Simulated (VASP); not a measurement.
# Co2PdO4 in VASP: work function with PBE

Aim: the work function of Co2PdO4 with PBE.

Program: VASP 6.6.1. These are calculated values, not measurements. Logs are shortened: lines on timing, memory, paths and dates and some standing lists are left out, and cuts for length are marked.

**1. The cell of the first run**

The cell holds a slab with vacuum, 7 atoms: a = 2.845 Å, b = 2.845 Å, c = 22.910 Å, α = 90.00°, β = 90.00°, γ = 120.00°.

**2. Work function, PBE, collinear spin, ferromagnetic start (the (0 0 1) slab of CoPdO2, cut from the database cell, not relaxed)**

INCAR reads:

```
  ALGO = Fast
  DIPOL = 0.5 0.5 0.500
  EDIFF = 1E-6
  ENCUT = 520
  GGA = PE
  IDIPOL = 3
  ISIF = 2
  ISMEAR = 0
  ISPIN = 2
  LASPH = True
  LCHARG = True
  LDIPOL = True
  LELF = True
  LMAXMIX = 4
  LORBIT = 11
  LREAL = False
  LVACPOTAV = True
  LVHAR = True
  LWAVE = False
  MAGMOM = 0 0 0 0 2 2 0
  NELM = 100
  PREC = Accurate
  SIGMA = 0.05
```

KPOINTS reads:

```
k-points
0
Gamma
  11 11 1
```

POSCAR reads:

```
Co2PdO4
1.0
    2.8449990154      0.0000000000      0.0000000000
   -1.4224995077      2.4638414211      0.0000000000
    0.0000000000      0.0000000000     22.9095160000
O Co Pd
4 2 1
Direct
    0.0000000000      0.0000000000      0.3273748778
    0.6666666667      0.3333333333      0.4124712194
    0.6666666667      0.3333333333      0.5875287806
    0.3333333333      0.6666666667      0.6726251222
    0.3333333333      0.6666666667      0.3699230486
    0.0000000000      0.0000000000      0.6300769514
    0.6666666667      0.3333333333      0.5000000000
```

Potentials or basis: VASP PAW PBE potentials, release 64 (O, Co, Pd).

Run with:

```
cat potpaw_PBE.64/O/POTCAR potpaw_PBE.64/Co/POTCAR potpaw_PBE.64/Pd/POTCAR > POTCAR
mpirun -np 1 vasp_std > vasp.out
```

OUTCAR:

```text
EDIFF = 1E-6
   ENCUT = 520
   GGA = PE
   ISIF = 2
   ISMEAR = 0
   ISPIN = 2
   LASPH = True
   LORBIT = 11
   LREAL = False
   NELM = 100
   PREC = Accurate

 ion  position               nearest neighbor table
   1  0.000  0.000  0.327-   5 1.91   5 1.91   5 1.91
   2  0.667  0.333  0.412-   5 1.91   5 1.91   5 1.91   7 2.01
   3  0.667  0.333  0.588-   6 1.91   6 1.91   6 1.91   7 2.01
   4  0.333  0.667  0.673-   6 1.91   6 1.91   6 1.91
   5  0.333  0.667  0.370-   2 1.91   1 1.91   2 1.91   1 1.91   1 1.91   2 1.91
   6  0.000  0.000  0.630-   3 1.91   4 1.91   3 1.91   4 1.91   3 1.91   4 1.91
   7  0.667  0.333  0.500-   2 2.01   3 2.01

  LATTYP: Found a hexagonal cell.
 ALAT       =     2.8449990154
 C/A-ratio  =     8.0525567411

  Lattice vectors:

 A1 = (   2.8449990154,   0.0000000000,   0.0000000000)
 A2 = (  -1.4224995077,   2.4638414211,   0.0000000000)
 A3 = (   0.0000000000,   0.0000000000,  22.9095160000)

Analysis of symmetry for initial positions (statically):
=====================================================================
 Subroutine PRICEL returns:
 Original cell was already a primitive cell.

 Routine SETGRP: Setting up the symmetry group for a
 hexagonal supercell.

 Subroutine GETGRP returns: Found 12 space group operations
 (whereof  6 operations were pure point group operations)
 out of a pool of 24 trial point group operations.

The static configuration has the point symmetry C_3v.
 The point group associated with its full space group is D_3d.

Analysis of symmetry for dynamics (positions and initial velocities):
=====================================================================
 Subroutine PRICEL returns:
 Original cell was already a primitive cell.

 Routine SETGRP: Setting up the symmetry group for a
 hexagonal supercell.

 Subroutine GETGRP returns: Found 12 space group operations
 (whereof  6 operations were pure point group operations)
 out of a pool of 24 trial point group operations.

The dynamic configuration has the point symmetry C_3v.
 The point group associated with its full space group is D_3d.

Analysis of structural, dynamic, and magnetic symmetry:
=====================================================================
 Subroutine PRICEL returns:
 Original cell was already a primitive cell.

 Routine SETGRP: Setting up the symmetry group for a
[... 151 lines left out ...]

 dipolmoment           0.000000      0.000000     -0.000000 electrons x Angstroem

 Free energy of the ion-electron system (eV)
  ---------------------------------------------------
  ext. energy  EPLUGINS =         0.00000000
  ---------------------------------------------------
  free energy    TOTEN  =       -45.09740862 eV

  energy without entropy =      -45.08920648  energy(sigma->0) =      -45.09330755

 E-fermi :  -1.6888     XC(G=0):  -5.7396

 val. band max:       -1.6928369008   @ k =   0.1818   0.1818   0.0000
 cond. band min:      -1.6828333691   @ k =   0.3636   0.2727   0.0000
 fundamental gap:      0.0100035317
 Fermi energy:        -1.6887684816

 spin component 1

 k-point     1 :       0.0000    0.0000    0.0000
  band No.  band energies     occupation
      1     -21.7960      1.00000
      2     -21.6625      1.00000
      3     -19.6122      1.00000
      4     -19.5409      1.00000
      5      -8.9799      1.00000
      6      -8.0119      1.00000
[... 565 lines left out ...]
     32       5.1647      0.00000
     33       7.0675      0.00000
 Fermi energy:        -1.6887684816

 spin component 2

 k-point     1 :       0.0000    0.0000    0.0000
  band No.  band energies     occupation
      1     -21.7450      1.00000
      2     -21.6090      1.00000
      3     -19.5155      1.00000
      4     -19.4460      1.00000
      5      -8.8747      1.00000
      6      -7.8396      1.00000
[... 565 lines left out ...]
     32       5.2027      0.00000
     33       7.1025      0.00000

------------------------ aborting loop because EDIFF is reached ----------------------------------------

  FORCE on cell =-STRESS in cart. coord.  units (eV):
  Direction    XX          YY          ZZ          XY          YZ          ZX
  --------------------------------------------------------------------------------------
  -------------------------------------------------------------------------------------
  Total       -1.2594001     -1.2594001     -2.0172459      0.0000000      0.0000000      0.0000000
  in kB      -12.5650300    -12.5650300    -20.1260538      0.0000000      0.0000000      0.0000000
  external PRESSURE =     -15.0853713 kB  Pullay stress =       0.0000000 kB

 VOLUME and BASIS-vectors are now :
 -----------------------------------------------------------------------------
  energy-cutoff  :      520.00
  volume of cell :      160.59
      direct lattice vectors                 reciprocal lattice vectors
     2.844999015  0.000000000  0.000000000     0.351493971  0.202935138  0.000000000
    -1.422499508  2.463841421  0.000000000     0.000000000  0.405870277  0.000000000
     0.000000000  0.000000000 22.909516000     0.000000000  0.000000000  0.043649984

 POSITION                                       TOTAL-FORCE (eV/Angst)
 -----------------------------------------------------------------------------------
      0.00000      0.00000      7.50000         0.000000      0.000000      1.237669
      1.42250      0.82128      9.44952        -0.000000      0.000000      0.082006
      1.42250      0.82128     13.46000         0.000000     -0.000000     -0.082006
     -0.00000      1.64256     15.40952        -0.000000      0.000000     -1.237669
     -0.00000      1.64256      8.47476         0.000000     -0.000000     -1.375436
      0.00000      0.00000     14.43476        -0.000000      0.000000      1.375436
      1.42250      0.82128     11.45476        -0.000000      0.000000     -0.000000
 -----------------------------------------------------------------------------------
    total drift:                               -0.000000      0.000000     -0.000000

  FREE ENERGIE OF THE ION-ELECTRON SYSTEM (eV)
  ---------------------------------------------------
  free  energy   TOTEN  =       -45.0974086204 eV

  energy  without entropy=      -45.0892064841  energy(sigma->0) =      -45.09330755

 vacuum level on the upper side and lower side of the slab         6.037         6.037

 total charge

# of ion       s       p       d       tot
------------------------------------------
    1        1.588   3.312   0.000   4.900
    2        1.562   3.437   0.000   4.999
    3        1.562   3.437   0.000   4.999
    4        1.588   3.312   0.000   4.900
    5        0.434   0.661   7.239   8.334
    6        0.434   0.661   7.239   8.334
    7        0.467   0.457   8.448   9.372
--------------------------------------------------
tot          7.635  15.275  22.926  45.836

 magnetization (x)

# of ion       s       p       d       tot
------------------------------------------
    1        0.001   0.063   0.000   0.064
    2        0.000   0.022   0.000   0.022
    3        0.000   0.022   0.000   0.022
    4        0.001   0.063   0.000   0.064
    5        0.004   0.007   0.373   0.383
    6        0.004   0.007   0.373   0.383
    7        0.009   0.006   0.017   0.032
--------------------------------------------------
tot          0.018   0.191   0.763   0.972
```

stdout:

```text
POSCAR found type information on POSCAR O CoPd
 POSCAR found :  3 types and       7 ions
 scaLAPACK will be used
 LDA part: xc-table for (Slater+PW92), standard interpolation
 POSCAR, INCAR and KPOINTS ok, starting setup
 FFT: planning ... GRIDC
 FFT: planning ... GRID_SOFT
 FFT: planning ... GRID
 WAVECAR not read
 entering main loop
 -----------------------------------------------------------------------------
|                                                                             |
|           W    W    AA    RRRRR   N    N  II  N    N   GGGG   !!!           |
|           W    W   A  A   R    R  NN   N  II  NN   N  G    G  !!!           |
|           W    W  A    A  R    R  N N  N  II  N N  N  G       !!!           |
|           W WW W  AAAAAA  RRRRR   N  N N  II  N  N N  G  GGG   !            |
|           WW  WW  A    A  R   R   N   NN  II  N   NN  G    G                |
|           W    W  A    A  R    R  N    N  II  N    N   GGGG   !!!           |
|                                                                             |
|     Did not find any points to average over, which means that no vacuum     |
|     field-free region was found. Please increase the size of  your cell     |
|     in the dimension of the dipole correction to obtain accurate            |
|     workfunction values.                                                    |
|                                                                             |
 -----------------------------------------------------------------------------
```

It took 8.2 min on 1 thread of Intel Xeon Platinum 8259CL at 2.50GHz (Skylake/Cascade Lake), shared host; peak memory 0.47 GiB.

What came out:

* Free energy: -45.0974 eV
* Largest force: 1.375 eV/Å
* Band gap on the k mesh: none (metal or under the smearing width)
* Net moment: 1.01 μB per cell
* Site moments: O +0.06, +0.02; Co +0.38; Pd +0.03 μB
* Valence electrons inside the program's atomic spheres: O 4.90, 5.00; Co 8.33; Pd 9.37
* Work function of the upper face: 7.73 eV
* Work function of the lower face: 7.73 eV

Forces on the atoms (eV/Å):
```
O    0.000  0.000  1.238
O    0.000  0.000  0.082
O    0.000  0.000 -0.082
O    0.000  0.000 -1.238
Co   0.000  0.000 -1.375
Co   0.000  0.000  1.375
Pd   0.000  0.000  0.000
```

Levels at points of the mesh, in eV from the Fermi level:
Spin up:
```
           k point  band 23  band 24  band 25  band 26  band 27  band 28  band 29  band 30  band 31  band 32
(0.00, 0.00, 0.00)    -1.48    -0.65    -0.65    -0.42    -0.36     2.23     2.23     2.36     2.36     3.75
```
Spin down:
| k point | band 21 | band 22 | band 23 | band 24 | band 25 | band 26 | band 27 | band 28 | band 29 | band 30 |
| --- | --- | --- | --- | --- | --- | --- | --- | --- | --- | --- |
| (0.00, 0.00, 0.00) | -1.18 | -1.18 | -1.18 | -0.62 | -0.62 | 0.18 | 0.26 | 2.43 | 2.43 | 2.55 |

Caveat: semilocal functionals often make such compounds metallic where correlation or magnetic order opens a gap, which also shifts bond lengths.
